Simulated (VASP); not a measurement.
**VASP 6.6.1 run: GaN**

INCAR

```
EDIFF = 1E-7
LCHARG = .FALSE.
NBANDS = 16
ENCUT = 520
ISMEAR = -1
GGA = PE
LASPH = .TRUE.
SIGMA = 0.02
NSW = 0
LWAVE = .FALSE.
LREAL = .FALSE.
ISIF = 2
NELECT = 18.5
NELM = 90
IBRION = -1
PREC = Accurate
```

KPOINTS

```
KPOINTS created by Atomic Simulation Environment
0
Gamma
10 10 10
0 0 0
```

POSCAR

```
Ga N
 1.0000000000000000
     0.0000000000000000    2.1296003866000000    2.0885085120000002
     2.1296003866000000    0.0000000000000000    2.0885085120000002
     2.1296003866000000    2.1296003866000000    0.0000000000000000
 Ga  N
   1   1
Cartesian
  0.0000000000000000  0.0000000000000000  0.0000000000000000
  2.1296003865999995  2.1296003865999995  2.0885085120000002
```

The recommended PBE PAW datasets give the neutral cell 18 valence electrons.

Command

```
mpirun -np 1 vasp_std
```

OSZICAR

```
N       E                     dE             d eps       ncg     rms          rms(c)
DAV:   1     0.830200689055E+02    0.83020E+02   -0.94178E+03  3768   0.216E+03
DAV:   2    -0.326214361497E+01   -0.86282E+02   -0.81356E+02  3760   0.333E+02
DAV:   3    -0.776477291014E+01   -0.45026E+01   -0.44880E+01  3832   0.653E+01
DAV:   4    -0.780433028864E+01   -0.39557E-01   -0.39551E-01  4088   0.639E+00
DAV:   5    -0.780477028669E+01   -0.44000E-03   -0.44000E-03  3936   0.603E-01    0.799E+00
DAV:   6    -0.582037099347E+01    0.19844E+01   -0.56691E+00  4696   0.368E+01    0.251E+00
DAV:   7    -0.581730871116E+01    0.30623E-02   -0.27099E-01  3952   0.672E+00    0.164E+00
DAV:   8    -0.580952151666E+01    0.77872E-02   -0.56635E-02  3656   0.272E+00    0.835E-01
DAV:   9    -0.580493633921E+01    0.45852E-02   -0.15703E-02  3984   0.244E+00    0.166E-01
DAV:  10    -0.580498799932E+01   -0.51660E-04   -0.15584E-03  3920   0.574E-01    0.961E-02
DAV:  11    -0.580495983009E+01    0.28169E-04   -0.11314E-04  4144   0.174E-01    0.160E-02
DAV:  12    -0.580495924905E+01    0.58104E-06   -0.10639E-05  4096   0.273E-02    0.779E-03
DAV:  13    -0.580495930397E+01   -0.54920E-07   -0.23547E-07  3752   0.828E-03
   1 F= -.58049593E+01 E0= -.58044325E+01  d E =-.105359E-02
```

From OUTCAR

```
k-points           NKPTS =    102   k-points in BZ     NKDIM =    102   number of bands    NBANDS=     16

   NELECT =      18.5000    total number of electrons

   dimension x,y,z NGX =    24 NGY =   24 NGZ =   24
   dimension x,y,z NGXF=    48 NGYF=   48 NGZF=   48

  energy-cutoff  :      520.00
  volume of cell :       18.94
      direct lattice vectors                 reciprocal lattice vectors
     0.000000000  2.129600387  2.088508512    -0.234785833  0.234785833  0.239405297
     2.129600387  0.000000000  2.088508512     0.234785833 -0.234785833  0.239405297
     2.129600387  2.129600387  0.000000000     0.234785833  0.234785833 -0.239405297

 k-points in reciprocal lattice and weights: KPOINTS created by Atomic Simulation Env
   0.00000000  0.00000000  0.00000000       0.001
   0.10000000  0.00000000  0.00000000       0.008
   0.20000000  0.00000000  0.00000000       0.008
   0.30000000  0.00000000  0.00000000       0.008
   0.40000000  0.00000000  0.00000000       0.008
   0.50000000  0.00000000  0.00000000       0.004
   0.10000000  0.10000000  0.00000000       0.002
   0.20000000  0.10000000  0.00000000       0.008
   ...

 E-fermi :  12.0131

 k-point     1 :       0.0000    0.0000    0.0000
  band No.  band energies     occupation
      1      -9.5749      2.00000
      2      -5.8775      2.00000
      3      -5.8775      2.00000
      4      -5.8652      2.00000
      5      -5.7804      2.00000
      6      -5.7541      2.00000
      7       7.1638      2.00000
      8       7.3415      2.00000
      9       7.3415      2.00000
     10       9.9409      2.00000
     11      22.2331      0.00000
     12      22.2331      0.00000
     13      22.3755      0.00000
     14      23.1993      0.00000
     15      23.1993      0.00000
     16      23.4856      0.00000

 k-point     2 :       0.1000    0.0000    0.0000
  band No.  band energies     occupation
      1      -9.3792      2.00000
      2      -5.8832      2.00000
      3      -5.8680      2.00000
      4      -5.8579      2.00000
      5      -5.7916      2.00000
      6      -5.7700      2.00000
      7       6.0671      2.00000
      8       7.2629      2.00000
      9       7.3546      2.00000
     10      10.9235      2.00000
     11      19.8377      0.00000
     12      21.3279      0.00000
     13      21.7005      0.00000
     14      23.2185      0.00000
     15      23.4528      0.00000
     16      23.7936      0.00000

 k-point     3 :       0.2000    0.0000    0.0000
  band No.  band energies     occupation
      1      -8.8117      2.00000
      2      -5.9065      2.00000
      3      -5.8937      2.00000
      4      -5.8769      2.00000
      5      -5.7694      2.00000
      6      -5.7651      2.00000
      7       4.0208      2.00000
      8       7.3548      2.00000
      9       7.3984      2.00000
     10      12.1821      0.00043
     11      17.8231      0.00000
     12      19.5427      0.00000
     13      20.0240      0.00000
     14      23.0390      0.00000
     15      24.5816      0.00000
     16      24.6473      0.00000

 ...

  Total       10.1646134     10.1646134     10.8626325      0.0000000     -0.0000000     -0.0000000
  in kB      859.6842466    859.6842466    918.7200428      0.0000000     -0.0000000     -0.0000000
  external PRESSURE =     879.3628453 kB  Pullay stress =       0.0000000 kB

 POSITION                                       TOTAL-FORCE (eV/Angst)
 -----------------------------------------------------------------------------------
      0.00000      0.00000      0.00000        -0.000000      0.000000     -0.000000
      2.12960      2.12960      2.08851         0.000000     -0.000000      0.000000
 -----------------------------------------------------------------------------------
    total drift:                                0.000000     -0.000000     -0.000000

  FREE ENERGIE OF THE ION-ELECTRON SYSTEM (eV)
  ---------------------------------------------------
  free  energy   TOTEN  =        -5.8049593040 eV

  energy  without entropy=       -5.8039057124  energy(sigma->0) =       -5.80443251
```

It converged. Results: pressure 87.9 GPa.

The cell is charged and sits in a uniform background.

For comparison, a separate PBE run of the intended cell, on usual settings and not on those above, gives a gap of 0.46 eV on its mesh and a pressure of 6.7 GPa.

The run above took about 20 s on one core of a shared host (Intel Xeon Platinum 8488C) and held 0.16 GiB at most.
